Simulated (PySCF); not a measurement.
# CdS (P3m1) in PySCF: density of states with PBEsol

Aim: the density of states of CdS with PBEsol.

Program: PySCF 2.14.0. These are calculated values, not measurements. Logs are shortened: lines on timing, memory, paths and dates and some standing lists are left out, and cuts for length are marked.

## 1. The crystal as given

Symmetry: P3m1, No. 156, trigonal system. Conventional cell: a = 4.261 Å, b = 4.261 Å, c = 5.804 Å, α = 90.00°, β = 90.00°, γ = 120.00°. Cd (site symmetry 3m) has 3 S at 2.46 Å as nearest neighbours. Around S (site symmetry 3m) lie 3 Cd at 2.46 Å.

Measurements of this composition are mostly on another form, of space group No. 186.

## 2. Density of states, PBEsol

run.py reads:

```python
import json
import numpy as np
from pyscf.pbc import gto, scf, dft, df

cell = gto.Cell()
cell.basis = {'Cd': 'DZVP-MOLOPT-SR-GTH-q12', 'S': 'DZVP-MOLOPT-SR-GTH-q6'}
cell.pseudo = {'Cd': 'GTH-PBE-q12', 'S': 'GTH-PBE-q6'}
cell.fromfile('POSCAR', format='poscar')
cell.ke_cutoff = 78  # hartree
cell.exp_to_discard = 0.02
cell.precision = 1e-08
cell.space_group_symmetry = True
cell.symmorphic = False
cell.max_memory = 5880  # MB
cell.verbose = 4
cell.build()

res = {}
kpts = cell.make_kpts([7, 7, 5], space_group_symmetry=True, time_reversal_symmetry=True)
cell.space_group_symmetry = False  # the mesh holds the operations; no search on the supercells of the integral code
mf = dft.KRKS(cell, kpts, xc='pbesol')
mf = mf.multigrid_numint()
mf = mf.smearing(sigma=0.00183747, method='fermi')  # hartree
mf.conv_tol = 1e-07
mf.max_cycle = 60

mf.kernel()
res.update(converged=bool(mf.converged), e_tot=mf.e_tot, nelec=cell.nelectron, nao=cell.nao, mesh=list(map(int, cell.mesh)), a=cell.lattice_vectors().tolist(), coords=cell.atom_coords().tolist(),
           mo_energy=[np.real(x).tolist() for x in mf.mo_energy], mo_occ=[np.real(x).tolist() for x in mf.mo_occ])
res.update(e_free=mf.e_free, e_zero=mf.e_zero)
res.update(kpts=kpts.kpts_scaled_ibz.tolist(), weights=kpts.weights_ibz.tolist())
res['parts'] = {k: float(np.real(v)) for k, v in mf.scf_summary.items() if np.isscalar(v)}
json.dump(res, open('results.json', 'w'))
if not mf.converged:
    raise SystemExit('SCF not converged')

print('levels (eV)')
for i, kp in enumerate(res['kpts'][:40]):
    print('k %7.4f %7.4f %7.4f  ' % tuple(kp), ' '.join('%.3f' % (x * 27.211386) for x in res['mo_energy'][i][:14]))

mf = mf.to_khf()  # unfold to the whole mesh
kpts = mf.kpts
# Mulliken populations
dm, s = np.asarray(mf.make_rdm1()), np.asarray(mf.get_ovlp())
sites = cell.aoslice_by_atom()[:, 2:]
tot = np.einsum('kij,kji->i', dm, s).real / len(kpts)
res['mulliken'] = [cell.atom_charge(i) - tot[a0:a1].sum() for i, (a0, a1) in enumerate(sites)]
print('Mulliken charges', np.round(res['mulliken'], 5))

# density of states, Gaussians of 0.15 eV
e = np.asarray(mf.mo_energy).real.reshape(1, -1) * 27.211386
ef = mf.get_fermi()
ef = np.max(ef) * 27.211386
x = np.arange(-15, 10.01, 0.1) + round(ef, 1)
dos = np.exp(-((x[:, None, None] - e) / 0.15) ** 2 / 2).sum(-1).T / (0.15 * np.sqrt(2 * np.pi) * len(kpts)) * 2
res.update(dos_e=x.tolist(), dos=dos.tolist())
for a, b in zip(x[::5], dos.T[::5]):
    print('%8.2f' % a, ' '.join('%9.4f' % y for y in b))

# density on a uniform mesh
grids = dft.gen_grid.UniformGrids(cell)
grids.mesh = [23, 23, 31]
grids.build()
ni = dft.numint.KNumInt()
rho = [ni.get_rho(cell, x, grids, kpts) for x in [dm]]
np.save('rho.npy', np.reshape(rho, (-1, *grids.mesh)))
res['done'] = True
json.dump(res, open('results.json', 'w'))
```

POSCAR reads:

```
CdS
1.0
    4.2611695877      0.0000000000      0.0000000000
   -2.1305847939      3.6902811128      0.0000000000
    0.0000000000      0.0000000000      5.8041729400
Cd S
1 1
Direct
    0.0000000000      0.0000000000      0.4426919200
    0.6666666667      0.3333333333      0.4343080800
```

Potentials or basis: DZVP-MOLOPT-SR/GTH-PBE (potentials made for PBE).

The run is started by

```sh
$ OMP_NUM_THREADS=4 python -u run.py > log
```

The program printed:

```text
Discarded 0 diffused primitive functions, 0 contracted functions
time reversal: True
k-points in IBZ                         weights
  0:  0.000000,  0.000000,  0.000000    1/245
  1:  0.000000,  0.000000,  0.600000    2/245
  2:  0.000000,  0.000000,  0.800000    2/245
  3:  0.571429,  0.428571,  0.000000    6/245
  4:  0.571429,  0.428571,  0.200000    6/245
  5:  0.571429,  0.428571,  0.400000    6/245
[... 24 lines left out ...]
 30:  0.857143,  0.857143,  0.600000    12/245
 31:  0.857143,  0.857143,  0.800000    12/245

******** <class 'pyscf.pbc.scf.smearing.SmearingKsymAdaptedKRKS'> ********
method = SmearingKsymAdaptedKRKS
initial guess = minao
damping factor = 0
level_shift factor = 0
DIIS = <class 'pyscf.scf.diis.CDIIS'>
diis_start_cycle = 1
diis_space = 8
diis_damp = 0
SCF conv_tol = 1e-07
SCF conv_tol_grad = None
SCF max_cycles = 60
direct_scf = True
direct_scf_tol = 1e-13

******** PBC SCF flags ********
N kpts (BZ) = 245
N kpts (IBZ) = 32
Exchange divergence treatment (exxdiv) = ewald
    madelung (= occupied orbital energy shift) = 0.053694193685458386
    Total energy shift due to Ewald probe charge = -1/2 * Nelec*madelung = -0.483247743169
DF object = <pyscf.pbc.df.fft.FFTDF object>
XC functionals = pbesol
small_rho_cutoff = 0
Uniform grid, mesh = [35 35 45]
Set gradient conv threshold to 0.000316228
nelec by numeric integration = 18.000000000004647
init E= -55.9792742672483
    sigma = 0.00183747  Optimized mu = 0.0956122270412  entropy = 0.0196380367994
nelec by numeric integration = 18.000000000012164
    Total E(T) = -56.0984894538277  Free energy = -56.0985255381312  E0 = -56.0985074959794
cycle= 1 E= -56.0984894538277  delta_E= -0.119  |g|= 2.43  |ddm|= 14.4
    sigma = 0.00183747  Optimized mu = -0.0321095474656  entropy = 1.58224356917e-14
nelec by numeric integration = 18.00000000000819
    Total E(T) = -56.0296499627856  Free energy = -56.0296499627856  E0 = -56.0296499627856
cycle= 2 E= -56.0296499627856  delta_E= 0.0688  |g|= 3.41  |ddm|= 10.4
    sigma = 0.00183747  Optimized mu = 0.0299362455238  entropy = 1.29722305014e-06
nelec by numeric integration = 18.000000000006665
    Total E(T) = -56.1864136138334  Free energy = -56.186413616217  E0 = -56.1864136150252
cycle= 3 E= -56.1864136138334  delta_E= -0.157  |g|= 0.142  |ddm|= 5.88
    sigma = 0.00183747  Optimized mu = 0.0361056729126  entropy = 1.03647644661e-06
nelec by numeric integration = 18.00000000000634
    Total E(T) = -56.1869123446237  Free energy = -56.1869123465282  E0 = -56.1869123455759
cycle= 4 E= -56.1869123446237  delta_E= -0.000499  |g|= 0.0417  |ddm|= 0.654
    sigma = 0.00183747  Optimized mu = 0.0357323203809  entropy = 1.25348458412e-06
nelec by numeric integration = 18.000000000006324
    Total E(T) = -56.1869457960909  Free energy = -56.1869457983941  E0 = -56.1869457972425
cycle= 5 E= -56.1869457960909  delta_E= -3.35e-05  |g|= 0.00949  |ddm|= 0.142
    sigma = 0.00183747  Optimized mu = 0.0356755110781  entropy = 1.24687788493e-06
nelec by numeric integration = 18.000000000006334
    Total E(T) = -56.1869473072908  Free energy = -56.1869473095819  E0 = -56.1869473084363
cycle= 6 E= -56.1869473072908  delta_E= -1.51e-06  |g|= 0.00215  |ddm|= 0.0203
    sigma = 0.00183747  Optimized mu = 0.0356308224427  entropy = 1.24031749439e-06
nelec by numeric integration = 18.000000000006334
    Total E(T) = -56.1869473809428  Free energy = -56.1869473832219  E0 = -56.1869473820824
cycle= 7 E= -56.1869473809428  delta_E= -7.37e-08  |g|= 5.95e-05  |ddm|= 0.00408
    sigma = 0.00183747  Optimized mu = 0.0356289492573  entropy = 1.23969499846e-06
nelec by numeric integration = 18.000000000006334
    Total E(T) = -56.1869473809072  Free energy = -56.1869473831851  E0 = -56.1869473820461
Extra cycle  E= -56.1869473809072  delta_E= 3.57e-11  |g|= 7.97e-05  |ddm|= 0.000289
converged SCF energy = -56.1869473809072
levels (eV)
k  0.0000  0.0000  0.0000   -11.371 -7.474 -7.474 -6.820 -6.820 -6.561 -0.828 0.150 0.150 1.596 6.984 7.043 7.043 7.289
k  0.0000  0.0000  0.6000   -11.369 -7.474 -7.474 -6.821 -6.821 -6.552 -1.019 0.153 0.154 1.829 5.578 7.091 7.091 10.457
k  0.0000  0.0000  0.8000   -11.370 -7.474 -7.474 -6.821 -6.820 -6.558 -0.904 0.151 0.151 1.687 6.104 7.061 7.061 8.647
k  0.5714  0.4286  0.0000   -11.068 -7.188 -7.077 -6.928 -6.837 -6.545 -3.348 -1.140 0.054 3.850 5.454 6.969 8.590 10.823
k  0.5714  0.4286  0.2000   -11.068 -7.188 -7.077 -6.929 -6.837 -6.544 -3.337 -1.137 0.013 3.907 5.051 7.422 8.622 10.764
k  0.5714  0.4286  0.4000   -11.067 -7.188 -7.076 -6.930 -6.837 -6.542 -3.321 -1.134 -0.051 4.009 4.610 7.934 8.514 10.709
[... 24 lines left out ...]
k  0.8571  0.8571  0.6000   -11.216 -7.369 -7.302 -6.877 -6.832 -6.534 -1.929 -0.715 -0.568 3.814 5.212 6.652 8.833 9.531
k  0.8571  0.8571  0.8000   -11.216 -7.369 -7.302 -6.876 -6.831 -6.538 -1.947 -0.719 -0.471 3.623 5.742 6.574 8.147 9.008
Mulliken charges [ 0.42276 -0.42276]
  -14.80    0.0000
  -14.30    0.0000
  -13.80    0.0000
  -13.30    0.0000
  -12.80    0.0000
  -12.30    0.0000
[... 43 lines left out ...]
    9.70    1.1365
   10.20    2.0846
```

Wall time 2.3 min (4 threads of Arm Neoverse V1, shared host); peak memory 2.9 GiB.

Results:

```
Free energy            : -1528.9247 eV
Band gap on the k mesh : 1.40 eV, indirect (least direct gap 1.45 eV)
Mulliken charges       : Cd +0.42; S -0.42 e
```

Levels at points of the mesh, in eV from the valence-band top:
```csv
k point,band 6,band 7,band 8,band 9,band 10,band 11,band 12,band 13
"(0.00, 0.00, 0.00)",-6.76,-1.02,-0.05,-0.05,1.40,6.79,6.85,6.85
```

States per cell in windows of 0.5 eV (zero at the valence-band top; states under -8 eV left out):
| from (eV) | total |
| --- | --- |
| -8.0 | 1.07 |
| -7.5 | 5.08 |
| -7.0 | 3.55 |
| -6.5 | 0.30 |
| -6.0 | 0.00 |
| -5.5 | 0.00 |
| -5.0 | 0.00 |
| -4.5 | 0.00 |
| -4.0 | 0.35 |
| -3.5 | 0.76 |
| -3.0 | 0.27 |
| -2.5 | 0.53 |
| -2.0 | 0.60 |
| -1.5 | 0.80 |
| -1.0 | 1.03 |
| -0.5 | 1.33 |
| 0.0 | 0.32 |
| 0.5 | 0.00 |
| 1.0 | 0.01 |
| 1.5 | 0.03 |
| 2.0 | 0.09 |
| 2.5 | 0.15 |
| 3.0 | 0.23 |
| 3.5 | 0.50 |
| 4.0 | 0.75 |
| 4.5 | 0.85 |
| 5.0 | 0.82 |
| 5.5 | 0.45 |
| 6.0 | 0.39 |
| 6.5 | 0.96 |
| 7.0 | 0.80 |
| 7.5 | 0.61 |

Caveat: Mulliken charges move with the basis; an odd mesh through Γ misses points on the zone boundary, where band edges often lie; the basis of atomic orbitals isn't converged, which shifts pressures, moduli and gaps.
